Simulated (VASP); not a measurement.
## PbO (Litharge): equation of state with PBEsol

Crystal: PbO (Litharge).

```
Pb O
1.0
     3.99000    0.00000    0.00000
     0.00000    3.99000    0.00000
     0.00000    0.00000    5.01000
Pb O
2 2
Direct
  0.50000 0.00000 0.76000
  0.00000 0.50000 0.24000
  0.50000 0.50000 0.00000
  0.00000 0.00000 0.00000
```

```
Program                : VASP 6.6.1
Task                   : equation of state
Functional             : PBEsol
Potentials or basis    : VASP PAW PBE potentials, release 64 (Pb_d, O)
Cutoff                 : 520 eV
k mesh                 : 7 × 7 × 6
Occupations            : fermi-dirac, width 0.05 eV
Spin                   : no spin polarisation
Ladder                 : free
Further INCAR settings : ALGO = Normal; EDIFF = 1e-07; NBANDS = 28
```

* Equilibrium volume: 19.78 Å³/atom
* Bulk modulus at fixed shape and positions: 84 GPa
* Pressure derivative of the bulk modulus: 4.5

Energy against volume, from the lowest point:
| volume (Å³/atom) | energy (meV/atom) |
| --- | --- |
| 18.744 | 15.29 |
| 19.142 | 5.34 |
| 19.541 | 0.42 |
| 19.940 | 0.00 |
| 20.339 | 3.61 |
| 20.738 | 10.81 |
| 21.136 | 21.25 |

All runs of the series together: 5 min on 1 thread of Intel(R) Xeon(R) 6975P-C (Granite Rapids) (shared host).

Caveat: the cell was scaled at fixed shape and fractional positions, which overstates the stiffness of a crystal with free parameters, most of all of layers and chains; the PAW data sets were made with another functional, which shifts forces and pressure a little. The run has no spin-orbit coupling, so splittings on Pb are missing.
